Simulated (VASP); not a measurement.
# Sb (R-3m) in VASP: further runs, part 2 of 2

VASP 6.6.1.

## Step 4: Equation of state, revTPSS+D3(BJ)

run.py

```python
from ase.calculators.vasp import Vasp
from ase.eos import EquationOfState
from ase.io import Trajectory
from ase.io import read
from ase.units import GPa

atoms = read('Sb.cif', primitive_cell=True, subtrans_included=False)
calc = Vasp(
    directory='calc',
    xc='revtpss',
    pp='PBE',
    setups='recommended',
    pp_version='54',
    prec='Accurate',
    encut=520,
    ediff=1e-06,
    ismear=-1,
    sigma=0.02,
    lreal=False,
    lasph=True,
    nelm=80,
    algo='Normal',
    isif=2,
    lwave=False,
    lcharg=False,
    lmixtau=True,
    ivdw=12,
    vdw_s6=1.0,
    vdw_s8=1.4023,
    vdw_a1=0.4426,
    vdw_a2=4.4723,
    kpts=[8, 8, 8],
    gamma=True,
)
atoms.calc = calc
cell = atoms.cell.copy()
volumes, energies = [], []
traj = Trajectory('eos.traj', 'w')
for x in [0.94, 0.96, 0.98, 1.0, 1.02, 1.04, 1.06]:
    atoms.set_cell(cell * x ** (1 / 3), scale_atoms=True)
    volumes.append(atoms.get_volume())
    energies.append(atoms.get_potential_energy())
    traj.write(atoms)
    print(f'{x:5.2f} {volumes[-1]:12.5f} {energies[-1]:14.6f}')

v0, e0, B = EquationOfState(volumes, energies, eos='sj').fit()
print(f'V0 = {v0:.4f} A^3, E0 = {e0:.6f} eV, B = {B / GPa:.2f} GPa')
```

Sb.cif

```cif
data_Sb
_cell_length_a 4.30840000
_cell_length_b 4.30840000
_cell_length_c 11.27400000
_cell_angle_alpha 90.00000000
_cell_angle_beta 90.00000000
_cell_angle_gamma 120.00000000
_space_group_name_H-M_alt 'R-3m'
_space_group_name_Hall '-R 3 2"'
_space_group_IT_number 166
loop_
_space_group_symop_operation_xyz
'x,y,z'
'-x,-y,-z'
'-y,x-y,z'
'y,-x+y,-z'
'-x+y,-x,z'
'x-y,x,-z'
'y,x,-z'
'-y,-x,z'
'x-y,-y,-z'
'-x+y,y,z'
'-x,-x+y,-z'
'x,x-y,z'
'x+2/3,y+1/3,z+1/3'
'-x+2/3,-y+1/3,-z+1/3'
'-y+2/3,x-y+1/3,z+1/3'
'y+2/3,-x+y+1/3,-z+1/3'
'-x+y+2/3,-x+1/3,z+1/3'
'x-y+2/3,x+1/3,-z+1/3'
'y+2/3,x+1/3,-z+1/3'
'-y+2/3,-x+1/3,z+1/3'
'x-y+2/3,-y+1/3,-z+1/3'
'-x+y+2/3,y+1/3,z+1/3'
'-x+2/3,-x+y+1/3,-z+1/3'
'x+2/3,x-y+1/3,z+1/3'
'x+1/3,y+2/3,z+2/3'
'-x+1/3,-y+2/3,-z+2/3'
'-y+1/3,x-y+2/3,z+2/3'
'y+1/3,-x+y+2/3,-z+2/3'
'-x+y+1/3,-x+2/3,z+2/3'
'x-y+1/3,x+2/3,-z+2/3'
'y+1/3,x+2/3,-z+2/3'
'-y+1/3,-x+2/3,z+2/3'
'x-y+1/3,-y+2/3,-z+2/3'
'-x+y+1/3,y+2/3,z+2/3'
'-x+1/3,-x+y+2/3,-z+2/3'
'x+1/3,x-y+2/3,z+2/3'
loop_
_atom_site_label
_atom_site_type_symbol
_atom_site_symmetry_multiplicity
_atom_site_Wyckoff_symbol
_atom_site_fract_x
_atom_site_fract_y
_atom_site_fract_z
_atom_site_occupancy
Sb1 Sb 6 c 0.0000000000 0.0000000000 0.7665100000 1
```

Potentials or basis: VASP PAW PBE potentials, release 54 (Sb).

Run with:

```
$ python run.py
```

What it wrote:

```text
0.94     56.78679      27.964738
 0.96     57.99502      27.962482
 0.98     59.20325      27.970141
 1.00     60.41148      27.986647
 1.02     61.61970      28.011062
 1.04     62.82793      28.042498
 1.06     64.03616      28.080142
V0 = 57.6490 A^3, E0 = 27.962057 eV, B = 64.90 GPa
```

OUTCAR:

```text
ENCUT = 520.000000
   EDIFF = 1.00e-06
   METAGGA = RTPSS
   PREC = Accurate
   ISIF = 2
[... 518 lines left out ...]
      0.00000      0.00000      8.81112         0.000000     -0.000000      0.189591
      0.00000      0.00000      2.68399        -0.000000      0.000000     -0.189591
 -----------------------------------------------------------------------------------
    total drift:                                0.000000     -0.000000     -0.000000

  FREE ENERGIE OF THE ION-ELECTRON SYSTEM (eV)
  ---------------------------------------------------
  free  energy   TOTEN  =        28.0798010022 eV

  energy  without entropy=       28.0804827595  energy(sigma->0) =       28.08014188
```

INCAR:

```text
ENCUT = 520.000000
SIGMA = 0.020000
VDW_S6 = 1.000000
VDW_S8 = 1.402300
VDW_A1 = 0.442600
VDW_A2 = 4.472300
EDIFF = 1.00e-06
ALGO = Normal
METAGGA = RTPSS
PREC = Accurate
ISIF = 2
ISMEAR = -1
NELM = 80
IVDW = 12
LASPH = .TRUE.
LCHARG = .FALSE.
LWAVE = .FALSE.
LMIXTAU = .TRUE.
LREAL = .FALSE.
```

It took 12 min on 1 thread of Intel Xeon 6975P-C (Granite Rapids), shared host; peak memory 0.21 GiB.

Results:

```yaml
Equilibrium_volume: 28.82 Å³/atom
Bulk_modulus_at_fixed_shape_and_positions: 65 GPa
Pressure_derivative_of_the_bulk_modulus: 4.6
```

Energy against volume, from the lowest point:
| volume (Å³/atom) | energy (meV/atom) |
| --- | --- |
| 28.393 | 1.13 |
| 28.998 | 0.00 |
| 29.602 | 3.83 |
| 30.206 | 12.08 |
| 30.810 | 24.29 |
| 31.414 | 40.01 |
| 32.018 | 58.83 |

Caveat: the cell was scaled at fixed shape and fractional positions, which overstates the stiffness of a crystal with free parameters, most of all of layers and chains; the PAW data sets were made with another functional, which shifts forces and pressure a little.

## Step 5: Equation of state, r2SCAN, 30.33 Å³/atom (a relaxed cell with its volume scaled by 0.96)

INCAR

```
SYSTEM = Sb
PREC = Accurate
ENCUT = 520
EDIFF = 1E-6
ISMEAR = -1
SIGMA = 0.05
LREAL = .False.
LASPH = .True.
NELM = 100
ALGO = Normal
ISIF = 2
LWAVE = .False.
LCHARG = .False.
METAGGA = R2SCAN
LMIXTAU = .True.
```

KPOINTS

```
Automatic mesh
0
Gamma
  8 8 8
  0 0 0
```

POSCAR

```
Sb                                      
1.0
    2.1430964413      1.2373173073      3.8130037650
   -2.1430964413      1.2373173073      3.8130037650
    0.0000000000     -2.4746346146      3.8130037650
  Sb            
     2
Direct
     0.7684374823373527    0.7684374823373527    0.7684374823373527
     0.2315625176626475    0.2315625176626475    0.2315625176626475
```

Potentials or basis: VASP PAW PBE potentials, release 64 (Sb).

Run with:

```
$ cat potpaw_PBE.64/Sb/POTCAR > POTCAR
$ mpirun -np 1 vasp_std > vasp.out
```

OUTCAR:

```text
SYSTEM = Sb
   PREC = Accurate
   ENCUT = 520
   EDIFF = 1E-6
   ISMEAR = -1
   LREAL = .False.
   LASPH = .True.
   NELM = 100
   ISIF = 2
   METAGGA = R2SCAN

 ion  position               nearest neighbor table
   1  0.768  0.768  0.768-   2 2.89   2 2.89   2 2.89   2 3.40   2 3.40   2 3.40
   2  0.232  0.232  0.232-   1 2.89   1 2.89   1 2.89   1 3.40   1 3.40   1 3.40

  LATTYP: Found a trigonal (rhomboedric) cell.
 ALAT       =     4.5456368297
 COS(alpha) =     0.5554465800

  Lattice vectors:

[... 477 lines left out ...]

  FORCE on cell =-STRESS in cart. coord.  units (eV):
  Direction    XX          YY          ZZ          XY          YZ          ZX
  --------------------------------------------------------------------------------------
  -------------------------------------------------------------------------------------
  Total        0.9944139      0.9944139      0.7482139      0.0000000      0.0000000      0.0000000
  in kB       26.2625244     26.2625244     19.7603711      0.0000000      0.0000000      0.0000000
  external PRESSURE =      24.0951399 kB  Pullay stress =       0.0000000 kB

 VOLUME and BASIS-vectors are now :
 -----------------------------------------------------------------------------
  energy-cutoff  :      520.00
  volume of cell :       60.67
      direct lattice vectors                 reciprocal lattice vectors
     2.143096441  1.237317307  3.813003765     0.233307279  0.134700021  0.087420143
    -2.143096441  1.237317307  3.813003765    -0.233307279  0.134700021  0.087420143
     0.000000000 -2.474634615  3.813003765     0.000000000 -0.269400041  0.087420143

 POSITION                                       TOTAL-FORCE (eV/Angst)
 -----------------------------------------------------------------------------------
      0.00000      0.00000      8.79017         0.000000     -0.000000     -0.245048
      0.00000      0.00000      2.64885         0.000000      0.000000      0.245048
 -----------------------------------------------------------------------------------
    total drift:                                0.000000     -0.000000      0.000000

  FREE ENERGIE OF THE ION-ELECTRON SYSTEM (eV)
  ---------------------------------------------------
  free  energy   TOTEN  =       -51.3813866693 eV

  energy  without entropy=      -51.3785782153  energy(sigma->0) =      -51.37998244
```

stdout:

```text
POSCAR found type information on POSCAR Sb
 POSCAR found :  1 types and       2 ions
 scaLAPACK will be used
 -----------------------------------------------------------------------------
|                                                                             |
|                                                                             |
|     You enforced a specific xc type in the INCAR file but a different       |
|     I HOPE YOU KNOW WHAT YOU ARE DOING!                                     |
|                                                                             |
 -----------------------------------------------------------------------------

 LDA part: xc-table for (None), standard interpolation
 POSCAR, INCAR and KPOINTS ok, starting setup
 FFT: planning ... GRIDC
 FFT: planning ... GRID_SOFT
 FFT: planning ... GRID
 WAVECAR not read
 entering main loop
```

Wall time 66 s (1 thread of Intel Xeon 6975P-C (Granite Rapids), shared host); peak memory 0.22 GiB.

Results:

```
Free energy            : -51.3814 eV
Pressure               : 2.4 GPa
Largest force          : 0.245 eV/Å
Band gap on the k mesh : none (metal or under the smearing width)
```

Caveat: the PAW data sets were made with another functional, which shifts forces and pressure a little.

## Step 6: Equation of state, r2SCAN, 30.96 Å³/atom (a relaxed cell with its volume scaled by 0.98)

INCAR is that of step 5.

KPOINTS is that of step 5.

POSCAR

```
Sb                                      
1.0
    2.1578768838      1.2458507998      3.8393011737
   -2.1578768838      1.2458507998      3.8393011737
    0.0000000000     -2.4917015995      3.8393011737
  Sb            
     2
Direct
     0.7684374823373527    0.7684374823373527    0.7684374823373527
     0.2315625176626475    0.2315625176626475    0.2315625176626475
```

Potentials or basis: VASP PAW PBE potentials, release 64 (Sb).

Run with:

```
$ cat potpaw_PBE.64/Sb/POTCAR > POTCAR
$ mpirun -np 1 vasp_std > vasp.out
```

It took 65 s on 1 thread of Intel Xeon 6975P-C (Granite Rapids), shared host; peak memory 0.22 GiB.

The run converged. Its results:

```
Free energy            : -51.3953 eV
Pressure               : 1.1 GPa
Largest force          : 0.118 eV/Å
Band gap on the k mesh : none (metal or under the smearing width)
```

Caveat: the PAW data sets were made with another functional, which shifts forces and pressure a little.

## Step 7: Equation of state, r2SCAN, 31.60 Å³/atom

INCAR is that of step 6.

KPOINTS is that of step 6.

POSCAR

```
Sb                                      
1.0
    2.1724575753      1.2542689659      3.8652431848
   -2.1724575753      1.2542689659      3.8652431848
    0.0000000000     -2.5085379318      3.8652431848
  Sb            
     2
Direct
     0.7684374823373527    0.7684374823373527    0.7684374823373527
     0.2315625176626475    0.2315625176626475    0.2315625176626475
```

Run with:

```
$ cat potpaw_PBE.64/Sb/POTCAR > POTCAR
$ mpirun -np 1 vasp_std > vasp.out
```

It took 56 s on 1 thread of Intel Xeon 6975P-C (Granite Rapids), shared host; peak memory 0.22 GiB.

It converged, with:

```
Free energy            : -51.3997 eV
Pressure               : 0.1 GPa
Band gap on the k mesh : none (metal or under the smearing width)
```

Caveat: the PAW data sets were made with another functional, which shifts forces and pressure a little.

## Step 8: Equation of state, r2SCAN, 32.23 Å³/atom (a relaxed cell with its volume scaled by 1.02)

INCAR is that of step 7.

KPOINTS is that of step 7.

POSCAR

```
Sb                                      
1.0
    2.1868451309      1.2625756250      3.8908415678
   -2.1868451309      1.2625756250      3.8908415678
    0.0000000000     -2.5251512500      3.8908415678
  Sb            
     2
Direct
     0.7684374823373527    0.7684374823373527    0.7684374823373527
     0.2315625176626475    0.2315625176626475    0.2315625176626475
```

Run with:

```
$ cat potpaw_PBE.64/Sb/POTCAR > POTCAR
$ mpirun -np 1 vasp_std > vasp.out
```

It took 56 s on 1 thread of Intel Xeon 6975P-C (Granite Rapids), shared host; peak memory 0.23 GiB.

Results (log left out):

```yaml
Free_energy: -51.3956 eV
Pressure: -0.9 GPa
Largest_force: 0.111 eV/Å
Band_gap_on_the_k_mesh: none (metal or under the smearing width)
```

Caveat: the PAW data sets were made with another functional, which shifts forces and pressure a little.

## Step 9: Equation of state, r2SCAN, 32.86 Å³/atom (a relaxed cell with its volume scaled by 1.04)

INCAR is that of step 8.

KPOINTS is that of step 8.

POSCAR

```
Sb                                      
1.0
    2.2010458218      1.2707743977      3.9161074807
   -2.2010458218      1.2707743977      3.9161074807
    0.0000000000     -2.5415487955      3.9161074807
  Sb            
     2
Direct
     0.7684374823373527    0.7684374823373527    0.7684374823373527
     0.2315625176626475    0.2315625176626475    0.2315625176626475
```

Potentials or basis: VASP PAW PBE potentials, release 64 (Sb).

Run with:

```
$ cat potpaw_PBE.64/Sb/POTCAR > POTCAR
$ mpirun -np 1 vasp_std > vasp.out
```

Run time: 70 s. Hardware: 1 thread of Intel Xeon 6975P-C (Granite Rapids), shared host; peak memory 0.23 GiB.

The run converged. Its results:

* Free energy: -51.3839 eV
* Pressure: -1.9 GPa
* Largest force: 0.212 eV/Å
* Band gap on the k mesh: none (metal or under the smearing width)

Caveat: the PAW data sets were made with another functional, which shifts forces and pressure a little.

## Step 10: Equation of state, r2SCAN

This run uses another cell than the first one, of 31.60 Å³/atom, 1.046 times its volume.

This step only gathers the single runs of the series.

Results:

```
Equilibrium volume                        : 31.59 Å³/atom
Bulk modulus at fixed shape and positions : 54 GPa
Pressure derivative of the bulk modulus   : 4.7 (rough: it moves with the points fitted)
```

Energy against volume, from the lowest point:
| volume (Å³/atom) | energy (meV/atom) |
| --- | --- |
| 30.333 | 9.14 |
| 30.965 | 2.18 |
| 31.597 | 0.00 |
| 32.229 | 2.05 |
| 32.860 | 7.90 |

Caveat: the cell was scaled at fixed shape and fractional positions, which overstates the stiffness of a crystal with free parameters, most of all of layers and chains; the PAW data sets were made with another functional, which shifts forces and pressure a little.

## Step 11: For comparison

An earlier run on the cell as given: functional PBE; potentials or basis VASP PAW PBE potentials, release 64 (Sb); cutoff 520 eV; k mesh 8 × 8 × 8; occupations fermi-dirac, width 0.05 eV; no spin polarisation.

* Pressure: 2.8 GPa
* Largest force: 0.201 eV/Å
* Band gap on the k mesh: none (metal or under the smearing width)

## Step 12: The runs side by side

| task | level | potentials or basis | cell | k mesh | cutoff (eV) | smearing | ladder | gap on the mesh (eV) | pressure (GPa) | V0 of scaled cells (Å³/atom) | B0 (GPa) | largest force (eV/Å) |
| --- | --- | --- | --- | --- | --- | --- | --- | --- | --- | --- | --- | --- |
| phonons | vdW-DF-cx | VASP PAW PBE potentials, release 64 (Sb) | relaxed from: atoms moved at random, drawn with an rms of 0.1 Å | 6 × 6 × 6 | 600 | gaussian 0.05 eV | - | - | - | - | - | - |
| density of states | vdW-DF | VASP PAW PBE potentials, release 64 (Sb) | atoms moved at random, drawn with an rms of 0.1 Å | 8 × 8 × 8 | 520 | gaussian 0.05 eV | - | none | 7.5 | - | - | 0.89 |
| equation of state | revTPSS+D3(BJ) | VASP PAW PBE potentials, release 54 (Sb) | R-3m, 30.21 Å³/atom | 8 × 8 × 8 | 520 | fermi-dirac 0.02 eV | - | - | - | 28.82 | 65 | - |
| equation of state | r2SCAN | VASP PAW PBE potentials, release 64 (Sb) | R-3m, 31.6 Å³/atom | 8 × 8 × 8 | 520 | fermi-dirac 0.05 eV | gaps | - | - | 31.59 | 54 | - |
| single point | PBE | VASP PAW PBE potentials, release 64 (Sb) | R-3m, 30.21 Å³/atom | 8 × 8 × 8 | 520 | fermi-dirac 0.05 eV | - | none | 2.8 | - | - | 0.20 |

Alike in all rows: no spin polarisation.

Caveats: the PAW data sets were made with another functional, which shifts forces and pressure a little (some runs); the cell was scaled at fixed shape and fractional positions, which overstates the stiffness of a crystal with free parameters, most of all of layers and chains (some runs).

Total energies depend on the potentials used, so only differences within one code and one set of settings carry meaning.
